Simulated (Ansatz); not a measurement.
AlCo: work and stress of cleavage

These are results of Ansatz 0.2.0, DFT PBEsol, scalar-relativistic, plane waves, PAW, not measurements. Cutoff 420 eV, Γ-centred 21×21×7 k-points, Gaussian smearing of 0.15 eV. No spin polarisation. A magnetic state may lie lower. Energies are free energies at this smearing, counted from the undisturbed cell; pressure is positive in compression.

The starting cell (relaxed at this level; it needn't be the usual structure):

```yaml
crystal:
  lattice:
    - [0.00000, -2.82259, 0.00000]
    - [0.00000, 0.00000, -2.82259]
    - [8.46776, 0.00000, 0.00000]
  atoms:
    - { symbol: Al, position: [0.00000, 0.00000, 0.24998] }
    - { symbol: Al, position: [0.00000, 0.00000, 0.58332] }
    - { symbol: Al, position: [0.00000, 0.00000, 0.91665] }
    - { symbol: Co, position: [0.50000, 0.50000, 0.08332] }
    - { symbol: Co, position: [0.50000, 0.50000, 0.41665] }
    - { symbol: Co, position: [0.50000, 0.50000, 0.74998] }
```

The cut lies on the cell's a–b face, a (1 0 0) plane (indices in the standard cell, whose axes needn't be the Cartesian ones shown) of area 7.97 Å², between layers 1.41 Å apart. Vector c is lengthened by d along the normal with the atoms' Cartesian places fixed: one unrelaxed cut a cell. The traction is positive where the two halves pull on each other.

```
d (Å) energy (J/m²) traction (GPa)
 0.00           0.00             0.0
 0.50           1.21            36.1
 1.00           2.98            32.5
 2.00           5.36            15.6
 3.00           6.37             5.8
 6.00           6.77             0.0
```

What are the work of separation and the cleavage stress, and do they fit the universal binding curve?

The energy levels off near W ≈ 6.77 J/m² (the traction is down to 0.0 GPa), the energy of the two unrelaxed faces, 3.39 J/m² each on average. The largest sampled traction is 36.1 GPa at d = 0.50 Å, and a parabola through it and its two neighbours peaks at σ_max ≈ 39.4 GPa, d ≈ 0.70 Å. The curve E = W[1 − (1 + d/ℓ)exp(−d/ℓ)] peaks in traction at d = ℓ with σ_max = W/(eℓ); with 1 J/m² per Å = 10 GPa this W and σ_max give ℓ = 0.63 Å. A parabola through that curve at the same three d peaks at 0.71 Å, against 0.70 Å here, a fair fit. Real crystals break at far lower stress, because cracks concentrate it, and on the plane of lowest W, which needn't be this one.

The cut is rigid; relaxing the faces lowers these energies and usually the stresses.

In a metal these slopes depend on the k mesh and the smearing.

Cost: 6 runs of about 13 core-minutes in all, on Arm Neoverse N1 (shared hosts).